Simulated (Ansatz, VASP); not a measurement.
Two plane-wave programs on Si

```
Si
1.0
     3.84720    0.00000    0.00000
    -1.92360    3.33177    0.00000
     0.00000    0.00000   18.44470
Si
4
Direct
  0.33333 0.66667 0.26958
  0.66667 0.33333 0.24397
  0.00000 0.00000 0.55001
  0.33333 0.66667 0.52440
```

Alike in both runs: task single point; functional PBE; dispersion D3(BJ); k mesh 9 × 9 × 1; occupations gaussian, width 0.1 eV; no spin polarisation.

|  | VASP | Ansatz |
| --- | --- | --- |
| version | VASP 6.6.1 | Ansatz 0.2.0 |
| potentials or method | VASP PAW PBE potentials, release 64 (Si) | scalar-relativistic, plane waves, PAW |
| plane-wave cutoff (eV) | 520 | 420 |
| valence electrons in the cell | 16 | 16 |

VASP gave:

* gap on the k mesh at the Fermi level (eV): none
* rms of the force components (eV/Å): 0.040

Task: Which values does Ansatz return?

Result: gap on the k mesh at the Fermi level (eV): none; rms of the force components (eV/Å): 0.042.

Atom by atom the forces differ by 0.004 eV/Å (rms over components). A gap of «none» marks a metal or a gap that the smearing closes.
